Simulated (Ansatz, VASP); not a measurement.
Given: the input of a run of VASP 6.6.1 on Ga.

The input INCAR:

```
PREC = Accurate
ENCUT = 600
EDIFF = 1E-6
ISMEAR = -1
SIGMA = 0.05
LREAL = F
LASPH = T
NELM = 100
ALGO = Normal
ISIF = 3
LWAVE = F
LCHARG = F
GGA = PS
IBRION = 2
NSW = 40
EDIFFG = -0.02
```

File KPOINTS:

```
regular mesh
0
Gamma
  7 7 6
```

POSCAR

```
Ga
1.0
    1.3830000000     -4.0265000000      0.0000000000
    1.3830000000      4.0265000000      0.0000000000
   -0.1174474948      0.0000000000      3.3299294416
Ga
2
Direct
    0.1310000000      0.8690000000      0.7500000000
    0.8690000000      0.1310000000      0.2500000000
```

Potentials or basis: VASP PAW PBE potentials, release 64 (Ga_d).

Command:

```console
$ cat potpaw_PBE.64/Ga_d/POTCAR > POTCAR
$ mpirun -np 1 vasp_std > vasp.out
```

Translate it to Ansatz 0.2.0. Potentials there: Ansatz PAW.

As run (the cutoff follows the program's own potentials):

Contents of input.yaml:

```yaml
crystal:
  lattice:
    - [1.383, -4.0265, 0.0]
    - [1.383, 4.0265, 0.0]
    - [-0.1174474948, 0.0, 3.3299294416]
  atoms:
    - { symbol: Ga, position: [0.131, 0.869, 0.75] }
    - { symbol: Ga, position: [0.869, 0.131, 0.25] }
hamiltonian:
  xc: pbesol
  pseudopotentials: { kind: paw }
kpoints:
  mp_grid: { grid: [7, 7, 6] }
scf:
  occupations: { method: fermi_dirac, width: 0.05 }
output:
  forces: true
  stress: true
  eigenvalues: true
relax:
  f_tol: 0.01
  max_steps: 40
  cell: { stress_tol: 0.05 }
```

Potentials or basis: Ansatz PAW.

The run is started by

```bash
$ ansatz run input.yaml --threads 2 --pin off --max-ram 5632MiB --backend cpu --events-out ev --progress --plain --runs-dir out
```

Both were run:

|  | VASP | Ansatz | Ansatz less VASP |
| --- | --- | --- | --- |
| gap on the k mesh at the Fermi level, each at its own relaxed structure (eV) | none | none | - |
| relaxed volume (Å³/atom) | 18.08 | 18.07 | -0.006 |
| relaxed cell length with the largest relative difference (Å) | 4.257 | 4.252 | -0.0046 |
| energy change over the relaxation (meV/atom) | -18 | -18 | -0.2 |

A gap of «none» marks a metal or a gap that the smearing closes.

Caveats: the PAW data sets were made with another functional, which shifts forces and pressure a little (VASP); the plane-wave basis is chosen anew once the cell has moved, so the energies of steps on either side of that aren't comparable (Ansatz); the PAW data sets come from PBE, with cores solved anew for the run's functional, which leaves a small shift of forces and pressure (Ansatz).
